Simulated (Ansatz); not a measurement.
**From the elastic tensor of TaC at 18 GPa (stress–strain coefficients) to moduli and sound speeds**

Theory: DFT PBE, scalar-relativistic, plane waves, PAW (Ansatz). Plane waves to 420 eV; Γ-centred k mesh 16×16×16; Fermi-Dirac smearing of 0.15 eV. No spin polarisation.

Symmetry: Fm-3m, No. 225, cubic system. Conventional cell: a = 4.402 Å, b = 4.402 Å, c = 4.402 Å, α = 90.00°, β = 90.00°, γ = 90.00°. Around Ta (site symmetry m-3m) lie 6 C at 2.20 Å. Around C (site symmetry m-3m) lie 6 Ta at 2.20 Å.

In a metal, frequencies and elastic constants depend on the k mesh and the smearing, soft modes and shear constants most. Spin–orbit coupling is left out, which can shift energies with elements as heavy as these.

Relaxed-ion constants (GPa, on the Cartesian axes of the calculation):
```
896.4 147.1 147.1   0.0   0.0   0.0
147.1 896.4 147.1   0.0   0.0   0.0
147.1 147.1 896.4   0.0   0.0   0.0
  0.0   0.0   0.0 194.1   0.0   0.0
  0.0   0.0   0.0   0.0 194.1   0.0
  0.0   0.0   0.0   0.0   0.0 194.1
```

Density 15.024 g/cm³; 2 atoms in 21.33 Å³.

The values that follow are for a polycrystal of randomly turned grains, by Hill's mean where one number stands.

With S = C⁻¹: B_V = (C11+C22+C33+2(C12+C13+C23))/9, G_V = (C11+C22+C33−C12−C13−C23+3(C44+C55+C66))/15, 1/B_R = S11+S22+S33+2(S12+S13+S23), 15/G_R = 4(S11+S22+S33−S12−S13−S23)+3(S44+S55+S66); Hill is their mean. Then v_l = √((B+4G/3)/ρ), v_t = √(G/ρ), v_m = [(2/v_t³+1/v_l³)/3]^(−1/3) and Θ = (ħ/k_B)·v_m·(6π²n/V)^(1/3) for n atoms in the volume V; E = 9BG/(3B+G), ν = (3B−2G)/(2(3B+G)) and A^U = 5G_V/G_R + B_V/B_R − 6.

```json
{
 "Bulk modulus, Voigt / Reuss / Hill": "396.8 / 396.8 / 396.8 GPa",
 "Shear modulus, Voigt / Reuss / Hill": "266.3 / 240.5 / 253.4 GPa",
 "Young's modulus": "627 GPa",
 "Poisson ratio": "0.237",
 "Pugh ratio B/G": "1.57",
 "Universal anisotropy index": "0.54",
 "Longitudinal and transverse sound speeds": "6993 and 4107 m/s",
 "Debye temperature from the mean sound speed": "616 K"
}
```

Cost: 1 run of about 0.76 core-minutes, on Intel Xeon Platinum 8488C (Sapphire Rapids) (shared hosts).

At this pressure, TaC resists axial strain far more strongly than shear on the cube faces: C11 is 896.4 GPa, while C44 is only 194.1 GPa. The rocksalt geometry explains the contrast. Strain along a cube axis directly stretches or compresses the Ta–C bonds, where Ta 5d and C 2p orbitals overlap head-on, whereas C44 shear mainly bends them. The cube axes are therefore the stiff directions, and the gap between the Voigt and Reuss shear moduli reflects this anisotropy. C12 lies below C44, the reverse of what central forces would give under compression, which points to strongly directional bonding despite the metallic character.

The Pugh ratio of 1.57 falls on the brittle side of the usual empirical divide, but it is no measure of fracture toughness. The sound speeds are moderate for so stiff a solid because heavy Ta dominates the density. The constants satisfy the cubic conditions for elastic stability at this pressure, but they don't rule out a phonon instability at finite wavevector.
